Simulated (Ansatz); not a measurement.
# The polar optical mode of AlN at 18 GPa, worked through

The calculation used DFT PBEsol, scalar-relativistic, plane waves, PAW in Ansatz 0.2.0. Settings: 420 eV plane-wave cutoff, Γ-centred 10×10×10 mesh, fixed occupations. No spin polarisation. Phonons by linear response, acoustic sum rule imposed.

The cell, relaxed at 18 GPa:
```
Al N
1.0
     0.00000    2.13310    2.13310
     2.13310    0.00000    2.13310
     2.13310    2.13310    0.00000
Al N
1 1
Direct
  0.00000 0.00000 0.00000
  0.75000 0.75000 0.75000
```

Other phases may be more stable at this pressure.

Linear response gives ν_TO = 723.2 cm⁻¹, Born charges ±2.538 e (positive on Al) and ε∞ = 4.519. The primitive cell holds 19.412 Å³, and the masses are 26.982 and 14.007 amu.

Q: Find ν_LO and the static dielectric constant.

A: The long-wave field adds a restoring force: ω_LO² − ω_TO² = Z*²e²/(ε_vac ε∞ μV). In these units ν_LO² − ν_TO² = 4.92064×10⁷ Z*²/(μ V ε∞) cm⁻², with μ = m₁m₂/(m₁ + m₂) = 9.220 amu: 391885 cm⁻². So ν_LO = √(723.2² + 391885) = 956.5 cm⁻¹, and the run gives 956.5. Lyddane–Sachs–Teller then gives ε0 = ε∞ (ν_LO/ν_TO)² = 7.91, against 7.91 in the run (it forms both from the same three quantities, so the match checks the arithmetic only). Between ν_TO and ν_LO the dielectric function is negative and an undamped crystal reflects fully: a reststrahlen band from 10.5 to 13.8 μm.

Q: What do the Clausius–Mossotti polarisability and the Szigeti charge come to?

A: With the Lorentz local field, α = (3V/4π)(ε∞ − 1)/(ε∞ + 2) = 2.50 Å³ for the pair, and e_S = 3Z*/(ε∞ + 2) = 1.17 e. The Born charge includes the electrons' response to the dipole's own local field, and e_S takes that enhancement out. The Lorentz field assumes point-like polarisable ions, a poor picture once ε∞ is this large, since the electron clouds then overlap or are shared, so both numbers are formal here.

Q: How strongly does a slow electron couple to the LO mode?

A: For one isotropic parabolic band, Fröhlich's constant is α_F = (1/ε∞ − 1/ε0) √(m* Ry/ħω_LO), with Ry = 13.606 eV, ħω_LO = 118.6 meV and m* in free-electron masses: α_F = 0.0948 × 10.71 × √m* = 1.02 √m*. The band mass isn't part of this run; for m* = 0.1, 0.3 and 1 it gives 0.32, 0.56, 1.02. In weak coupling the polaron lies α_F ħω_LO below the band edge (66 meV at m* = 0.3) with a mass m*(1 + α_F/6); past α_F of about 5 or 6 that expansion fails. A semilocal functional's ε∞ tends to be too large, which taken alone lowers α_F.

This zinc-blende form isn't the usual stable structure of the compound at low pressure.

Cost: 1 run of about 0.14 core-minutes, on AMD EPYC 9R45 (Zen 5) (shared hosts).